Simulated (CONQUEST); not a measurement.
# AlAs in CONQUEST: single point with PBEsol

Aim: the single point of AlAs with PBEsol.

All numbers are computed with CONQUEST 1.3; they aren't measurements. Logs are shortened: lines on timing, memory, paths and dates and some standing lists are left out, and cuts for length are marked.

## 1. The cell of the first run

The cell holds a slab with vacuum, 16 atoms: a = 4.003 Å, b = 6.933 Å, c = 25.622 Å, α = 90.00°, β = 90.00°, γ = 90.00°.

## 2. Single point, PBEsol (the (1 1 1) slab of AlAs, cut from the database cell, not relaxed)

File Conquest_input:

```
IO.Title AlAs
IO.Coordinates coords.dat
IO.FractionalAtomicCoords F
IO.Iprint 2
IO.Iprint_init 1
General.NumberOfSpecies 2
General.PseudopotentialType hamann
General.FunctionalType -116133
General.DifferentFunctional T
AtomMove.TypeOfRun static
AtomMove.FullStress T
Grid.GridCutoff 100
DM.SolutionMethod diagon
Diag.MPMesh T
Diag.GammaCentred F
Diag.MPMeshX 5
Diag.MPMeshY 3
Diag.MPMeshZ 1
Diag.kT 0.00367493
minE.SCTolerance 1e-6
Diag.SmearingType 1
Diag.MPOrder 2
SC.MaxIters 100
IO.AtomChargeOutput T
SC.KerkerPreCondition T
SC.KerkerFactor 0.3
SC.LinearMixingFactor 0.3
IO.DumpChargeDensity T
IO.DumpESPot T
%block ChemicalSpeciesLabel
1 74.920 As
2 26.980 Al
%endblock
```

File coords.dat:

```
    7.5641769610     0.0000000000     0.0000000000
    0.0000000000    13.1015388138     0.0000000000
    0.0000000000     0.0000000000    48.4182969034
16
  0.0000000000   0.0000000000  34.2453509905 1 T T T
  3.7820884805   6.5507694069  34.2453509905 1 T T T
  0.0000000000   8.7343592135  32.7013198270 2 T T T
  3.7820884805   2.1835898067  32.7013198270 2 T T T
  0.0000000000   8.7343592135  28.0692263363 1 T T T
  3.7820884805   2.1835898067  28.0692263363 1 T T T
  0.0000000000   4.3671796002  26.5251951728 2 T T T
  3.7820884805  10.9179490071  26.5251951728 2 T T T
  0.0000000000   4.3671796002  21.8931017306 1 T T T
  3.7820884805  10.9179490071  21.8931017306 1 T T T
  0.0000000000   0.0000000000  20.3490705670 2 T T T
  3.7820884805   6.5507694069  20.3490705670 2 T T T
  0.0000000000   0.0000000000  15.7169770764 1 T T T
  3.7820884805   6.5507694069  15.7169770764 1 T T T
  0.0000000000   8.7343592135  14.1729459129 2 T T T
  3.7820884805   2.1835898067  14.1729459129 2 T T T
```

Potentials or basis: PseudoDojo NC PBE, DZP, grid cutoff 100 Ha.

Command:

```sh
$ OMP_NUM_THREADS=1 Conquest
```

The log of the run:

```text
Simulation cell dimensions:     7.5642 a0 x    13.1015 a0 x    48.4183 a0

      Atomic coordinates (a0)
         Atom         X         Y         Z  Species
            1    0.0000    0.0000   34.2454        1
            2    3.7821    6.5508   34.2454        1
            3    0.0000    8.7344   32.7013        2
            4    3.7821    2.1836   32.7013        2
            5    0.0000    8.7344   28.0692        1
            6    3.7821    2.1836   28.0692        1
[... 8 lines left out ...]
           15    0.0000    8.7344   14.1729        2
           16    3.7821    2.1836   14.1729        2

         Monkhorst-Pack mesh:   5 x   3 x   1
         Monkhorst-Pack mesh shift:     0.000000   0.000000   0.000000
        This calculation includes non-local pseudopotentials,
         with a maximum core radius of      8.23709393

    Job title: AlAs
    Job to be run: static calculation

    Ground state search:
      Support functions represented with PAO basis
      1:1 PAO to SF mapping
      Non-spin-polarised electrons
      Solving for the K matrix using diagonalisation
      Using order  2 Methfessel-Paxton smearing

    Integration grid size:     36 x   60 x  240

    Integration grid spacing:  0.210 a0 x 0.218 a0 x 0.202 a0

    Number of species:  2
    --------------------------------------------------------
    |   #  mass (au)  Charge (e)  SF Rad (a0)  NSF  Label  |
    --------------------------------------------------------
    |   1     74.920      15.000        7.206   18  As     |
    |   2     26.980       3.000        8.516   13  Al     |
    --------------------------------------------------------
          SCF tolerance:                 0.00000100
          SCF iterations:               100

    LibXC version:  6. 2. 2
    Using the GGA functional Perdew, Burke & Ernzerhof SOL
    Using the GGA functional Perdew, Burke & Ernzerhof SOL

           radial cut-off to be used is taken to be max PAO cut-off radius for this species:    6.962356

           greatest ang. mom. for making density from PAOs:  2

           radial cut-off to be used is taken to be max PAO cut-off radius for this species:    8.237094

           greatest ang. mom. for making density from PAOs:  2
    Minimum blocs/proc is     8100. Maximum blocs/proc is     8100
    set_atom_dens: In set_atomic_density, electrons :     144.000000000000
 matrix_size & matrix_size_padH =          248         248

    Screened ion int: energy:    -661.300522946715 Ha

    new_SC_potl: Starting.  Tolerance:  0.10000E-05

    PulayMixSC: Starting Pulay mixing, A_up =  0.300 A_dn =  0.300
    PulayMixSC: Spin non-polarised calculation.
    PulayMixSC: with Kerker preconditioning, q0 =  0.300
          Harris-Foulkes Energy            :      -865.244402474417598 Ha
          GroundState Energy (kT --> 0)    :      -865.244258250285952 Ha
          Free Energy (E-TS)               :      -865.244210175575290 Ha
          DFT Total Energy                 :      -864.017918256337452 Ha
          Total number of electrons        :       143.999999999997357
    PulayMixSC: Pulay iteration     1 residual:              0.13482E-02
          Harris-Foulkes Energy            :      -865.220907567691597 Ha
          GroundState Energy (kT --> 0)    :      -865.220744616075535 Ha
          Free Energy (E-TS)               :      -865.220690298870181 Ha
          DFT Total Energy                 :      -864.062953444454934 Ha
          Total number of electrons        :       144.000065081571279
    PulayMixSC: Pulay iteration     2 residual:              0.11463E-02
          Harris-Foulkes Energy            :      -865.143027255316156 Ha
          GroundState Energy (kT --> 0)    :      -865.142838937223701 Ha
          Free Energy (E-TS)               :      -865.142776164526254 Ha
          DFT Total Energy                 :      -864.312482749382525 Ha
          Total number of electrons        :       144.000325722602923
    PulayMixSC: Pulay iteration     3 residual:              0.42721E-03
          Harris-Foulkes Energy            :      -865.121323895754358 Ha
          GroundState Energy (kT --> 0)    :      -865.121373469656078 Ha
          Free Energy (E-TS)               :      -865.121389994289984 Ha
          DFT Total Energy                 :      -864.502487301572160 Ha
          Total number of electrons        :       144.000169709628466
    PulayMixSC: Pulay iteration     4 residual:              0.26309E-03
          Harris-Foulkes Energy            :      -865.118356055971958 Ha
          GroundState Energy (kT --> 0)    :      -865.118215558687098 Ha
          Free Energy (E-TS)               :      -865.118168726258773 Ha
          DFT Total Energy                 :      -864.543392291629630 Ha
          Total number of electrons        :       144.000175338343894
    PulayMixSC: Pulay iteration     5 residual:              0.24939E-03
          Harris-Foulkes Energy            :      -865.106877094064885 Ha
          GroundState Energy (kT --> 0)    :      -865.106892374798235 Ha
          Free Energy (E-TS)               :      -865.106897468376019 Ha
          DFT Total Energy                 :      -865.039660603527977 Ha
          Total number of electrons        :       144.000256126132314
    PulayMixSC: Pulay iteration     6 residual:              0.17229E-03
          Harris-Foulkes Energy            :      -865.108006542316502 Ha
          GroundState Energy (kT --> 0)    :      -865.108039702343945 Ha
          Free Energy (E-TS)               :      -865.108050755686463 Ha
          DFT Total Energy                 :      -864.952286221340046 Ha
          Total number of electrons        :       144.000244423549134
    PulayMixSC: Pulay iteration     7 residual:              0.14714E-03
          Harris-Foulkes Energy            :      -865.106613381182683 Ha
          GroundState Energy (kT --> 0)    :      -865.106570022718643 Ha
          Free Energy (E-TS)               :      -865.106555569897296 Ha
          DFT Total Energy                 :      -865.005998858597195 Ha
          Total number of electrons        :       144.000239456430279
    PulayMixSC: Pulay iteration     8 residual:              0.13494E-03
          Harris-Foulkes Energy            :      -865.103726925802675 Ha
          GroundState Energy (kT --> 0)    :      -865.103922048449590 Ha
          Free Energy (E-TS)               :      -865.103987089331895 Ha
          DFT Total Energy                 :      -865.045912756859821 Ha
          Total number of electrons        :       144.000215378444437
    PulayMixSC: Pulay iteration     9 residual:              0.26040E-03
          Harris-Foulkes Energy            :      -865.105057677253512 Ha
          GroundState Energy (kT --> 0)    :      -865.105038632063042 Ha
          Free Energy (E-TS)               :      -865.105032283666105 Ha
          DFT Total Energy                 :      -864.975722655270715 Ha
          Total number of electrons        :       144.000212402962148
    PulayMixSC: Pulay iteration    10 residual:              0.12893E-03
          Harris-Foulkes Energy            :      -865.104506225703403 Ha
          GroundState Energy (kT --> 0)    :      -865.104476669019846 Ha
          Free Energy (E-TS)               :      -865.104466816792069 Ha
          DFT Total Energy                 :      -865.006810555769107 Ha
          Total number of electrons        :       144.000233005471301
[... 42 further cycles ...]
    PulayMixSC: Pulay iteration    53 residual:              0.14516E-05
          Harris-Foulkes Energy            :      -865.103885792665096 Ha
          GroundState Energy (kT --> 0)    :      -865.103987642841162 Ha
          Free Energy (E-TS)               :      -865.104021592899812 Ha
          DFT Total Energy                 :      -865.103910645384985 Ha
          Total number of electrons        :       144.000229640831890
    PulayMixSC: Pulay iteration    54 residual:              0.13976E-05
          Harris-Foulkes Energy            :      -865.103888365016019 Ha
          GroundState Energy (kT --> 0)    :      -865.103990004801062 Ha
          Free Energy (E-TS)               :      -865.104023884729372 Ha
          DFT Total Energy                 :      -865.103911759960852 Ha
          Total number of electrons        :       144.000227973066416
    PulayMixSC: Pulay iteration    55 residual:              0.13010E-05
          Harris-Foulkes Energy            :      -865.103889481762280 Ha
          GroundState Energy (kT --> 0)    :      -865.103991105067962 Ha
          Free Energy (E-TS)               :      -865.104024979503265 Ha
          DFT Total Energy                 :      -865.103912032167955 Ha
          Total number of electrons        :       144.000226504674146
    PulayMixSC: Pulay iteration    56 residual:              0.12461E-05
          Harris-Foulkes Energy            :      -865.103889910141334 Ha
          GroundState Energy (kT --> 0)    :      -865.103991667106243 Ha
          Free Energy (E-TS)               :      -865.104025586094508 Ha
          DFT Total Energy                 :      -865.103911725561261 Ha
          Total number of electrons        :       144.000224826453717
    PulayMixSC: Pulay iteration    57 residual:              0.11955E-05
          Harris-Foulkes Energy            :      -865.103890715409193 Ha
          GroundState Energy (kT --> 0)    :      -865.103992462971519 Ha
          Free Energy (E-TS)               :      -865.104026378825665 Ha
          DFT Total Energy                 :      -865.103912368624947 Ha
          Total number of electrons        :       144.000223909355242
    PulayMixSC: Pulay iteration    58 residual:              0.11583E-05
          Harris-Foulkes Energy            :      -865.103891300493274 Ha
          GroundState Energy (kT --> 0)    :      -865.103992930402228 Ha
          Free Energy (E-TS)               :      -865.104026807038622 Ha
          DFT Total Energy                 :      -865.103912814519617 Ha
          Total number of electrons        :       144.000226692283718
    PulayMixSC: Pulay iteration    59 residual:              0.11020E-05
          Harris-Foulkes Energy            :      -865.103891706591185 Ha
          GroundState Energy (kT --> 0)    :      -865.103993315045500 Ha
          Free Energy (E-TS)               :      -865.104027184530196 Ha
          DFT Total Energy                 :      -865.103913015678017 Ha
          Total number of electrons        :       144.000226678284776
    PulayMixSC: Pulay iteration    60 residual:              0.10872E-05
          Harris-Foulkes Energy            :      -865.103894160787149 Ha
          GroundState Energy (kT --> 0)    :      -865.103995671216239 Ha
          Free Energy (E-TS)               :      -865.104029508025974 Ha
          DFT Total Energy                 :      -865.103914359849796 Ha
          Total number of electrons        :       144.000223534425629
    PulayMixSC: Pulay iteration    61 residual:              0.10070E-05
          Harris-Foulkes Energy            :      -865.103894615269041 Ha
          GroundState Energy (kT --> 0)    :      -865.103996022433080 Ha
          Free Energy (E-TS)               :      -865.104029824821055 Ha
          DFT Total Energy                 :      -865.103914615907684 Ha
          Total number of electrons        :       144.000224990418900
    PulayMixSC: Pulay iteration    62 residual:              0.98170E-06
    PulayMixSC: Reached SCF tolerance of  0.98170E-06 after     62 iterations
      | Number of electrons      =       144.000225
      |* band energy as 2Tr[K.H] =      -140.370844594670160 Ha
      |  screened ion-ion energy =      -661.300522946714636 Ha
      |  Ha correction           =        -3.046021468844918 Ha
      |  XC correction           =       -60.386525003547000 Ha
      | GS Energy with kT -> 0   =      -865.103996022433080 Ha
      | Free Energy as E-TS      =      -865.104029824821055 Ha
      |* Harris-Foulkes energy   =      -865.103894615269041 Ha
      |* DFT total energy        =      -865.103914615907684 Ha
      |  estimated accuracy      =         0.000020000638642 Ha

    force: Forces on atoms (Ha/a0)
    force:  Atom   X              Y              Z
    force:     1  -0.0000000000   0.0002826669   0.0010239041
    force:     2  -0.0000000000   0.0002826669   0.0010239041
    force:     3   0.0000000000  -0.0005166935   0.0094023563
    force:     4   0.0000000000  -0.0005166936   0.0094023563
    force:     5  -0.0000000316   0.0005206999  -0.0118083024
    force:     6  -0.0000000317   0.0005206875  -0.0118083024
[... 8 lines left out ...]
    force:    15   0.0000000000  -0.0001236632   0.0028311616
    force:    16   0.0000000000  -0.0001236633   0.0028311616

    force: Maximum force :        0.01180830(Ha/a0) on atom         5 in z direction
    force: Force Residual:        0.00893895 Ha/a0
    force: Total stress:         -0.46624876    -0.00000001     0.00000003 GPa
                            -0.00000023    -0.26862586    -0.00424201
                             0.00000000    -0.00424204    -1.41175608
    force: Average pressure:      0.71554357 GPa

    force: Finished force
    get_E_and_F: Change in energy during last step of electronic optimisation: -0.45448E-06

    BIBLIOGRAPHY: Please consider citing the following references in the conquest.bib file
[... 5 lines left out ...]
    XC references from LibXC:

    Warnings written to file Conquest_warnings; please check
```

It took 6.6 min on 1 thread of INTEL XEON PLATINUM 8581C at 2.30GHz (Emerald Rapids), shared host; peak memory 2.1 GiB.

Results:

| Item | Value |
| --- | --- |
| Band gap on the k mesh | none (metal or under the smearing width) |
| Mulliken charges | As -0.33, -0.46, -0.47, -0.48; Al +0.39, +0.49, +0.38 e |

Levels at points of the mesh, in eV from the Fermi level:
| k point | band 68 | band 69 | band 70 | band 71 | band 72 | band 73 | band 74 | band 75 | band 76 | band 77 |
| --- | --- | --- | --- | --- | --- | --- | --- | --- | --- | --- |
| (0.00, 0.00, 0.00) | -0.66 | -0.60 | -0.36 | 0.06 | 0.24 | 0.24 | 0.37 | 0.81 | 1.25 | 1.67 |

Caveat: the potentials were made for another functional, which shifts forces and pressure; Mulliken charges move with the basis; the box holds several primitive cells, so bands are folded and the points are those of the box's own zone; the real-space grid is too coarse here: the forces don't sum to zero and aren't listed, and the energy moves when atoms move against the grid; the basis of atomic orbitals isn't converged, which shifts pressures, moduli and gaps.
